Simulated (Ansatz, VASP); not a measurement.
## Two plane-wave programs on Ti

The input INCAR:

```
SYSTEM = Ti
ALGO = Fast ; EDIFF = 1E-7
ENCUT = 520 ; GGA = PE
ISIF = 2 ; ISMEAR = 0
LASPH = .TRUE. ; LCHARG = .FALSE.
LREAL = .FALSE. ; LWAVE = .FALSE.
NBANDS = 12 ; NELM = 60
PREC = Accurate ; SIGMA = 0.1
```

The input KPOINTS:

```
k-points
0
G
  18 18 18
  0 0 0
```

File POSCAR:

```
Ti
1.0
    0.0000000000      2.0963418293      2.0963418293
    2.0963418293      0.0000000000      2.0963418293
    2.0963418293      2.0963418293      0.0000000000
Ti
1
Direct
    0.0000000000      0.0000000000      0.0000000000
```

Input for Ansatz:

```yaml
crystal:
  lattice:
    - [0.0, 2.0963418293, 2.0963418293]
    - [2.0963418293, 0.0, 2.0963418293]
    - [2.0963418293, 2.0963418293, 0.0]
  atoms:
    - { symbol: Ti, position: [0.0, 0.0, 0.0] }
basis:
  ecutwfc: 420
kpoints:
  mp_grid: { grid: [18, 18, 18] }
hamiltonian:
  xc: pbe
scf:
  occupations: { method: gaussian, width: 0.1 }
output:
  forces: true
  stress: true
  eigenvalues: true
```

Alike in both runs: task single point; functional PBE; k mesh 18 × 18 × 18; occupations gaussian, width 0.1 eV; no spin polarisation.

|  | VASP | Ansatz |
| --- | --- | --- |
| version | VASP 6.6.1 | Ansatz 0.2.0 |
| potentials or method | VASP PAW PBE potentials, release 64 (Ti_sv) | scalar-relativistic, plane waves, PAW |
| plane-wave cutoff (eV) | 520 | 420 |
| valence electrons in the cell | 12 | 12 |

```tsv
	VASP	Ansatz	Ansatz less VASP
gap on the k mesh at the Fermi level (eV)	none	none	-
pressure (GPa)	-5.9	-5.7	+0.23
```

A gap of «none» marks a metal or a gap that the smearing closes. The functional is the same, so the differences come from potentials, cutoffs and numerics.
